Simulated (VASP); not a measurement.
Ge: single point with PBE

Crystal: Ge.

```
Ge
1.0
    -2.49590    2.65086    1.43695
     2.49590   -2.65086    1.43695
     2.49590    2.65086   -1.43695
Ge
2
Direct
  0.18594 0.93594 0.25000
  0.81406 0.06406 0.75000
```

This isn't the form of Ge at room conditions, which is diamond.

* Program: VASP 6.6.1
* Task: single point
* Functional: PBE
* Potentials or basis: VASP PAW PBE potentials, release 64 (Ge_d)
* Cutoff: 520 eV
* k mesh: 6 × 6 × 6
* Occupations: gaussian, width 0.1 eV
* Spin: no spin polarisation
* Dipole correction: no
* Further INCAR settings: ALGO = Normal; EDIFF = 1e-06; NBANDS = 21

| Property | Result |
| --- | --- |
| Pressure | 1.7 GPa |
| Largest force | 0.016 eV/Å |
| Band gap on the k mesh | none (metal or under the smearing width) |

Forces in eV/Å, atoms in the order of the input:
```
Ge   0.000  0.000 -0.016
Ge   0.000  0.000  0.016
```

Stress tensor (GPa, compression positive):
```
 0.24  0.00  0.00
 0.00  6.06  0.00
 0.00  0.00 -1.15
```

Levels at points of the mesh, in eV from the Fermi level:
```tsv
k point	band 10	band 11	band 12	band 13	band 14	band 15	band 16	band 17	band 18	band 19
(0.00, 0.00, 0.00)	-24.62	-13.29	-4.01	-2.55	-2.09	3.28	6.76	6.98	7.70	8.04
(0.50, 0.00, 0.00)	-24.72	-8.23	-7.15	-2.14	-1.74	-0.97	1.31	3.01	4.12	9.19
(0.00, 0.50, 0.00)	-24.64	-8.38	-6.09	-3.64	-2.45	-1.97	2.95	3.82	6.37	8.32
(0.50, 0.50, 0.00)	-24.72	-10.55	-10.55	0.46	0.46	2.10	2.10	6.57	6.57	10.52
(0.50, 0.50, 0.50)	-24.73	-9.29	-8.41	-6.02	-5.78	4.21	6.67	10.53	11.09	12.45
```

Wall time 67 s on 1 thread of Intel(R) Xeon(R) Platinum 8175M CPU @ 2.50GHz (Skylake/Cascade Lake) (shared host), peak memory 0.18 GiB.

Caveat: the k mesh is coarse (spacing up to 0.42 Å⁻¹), so the values aren't converged.
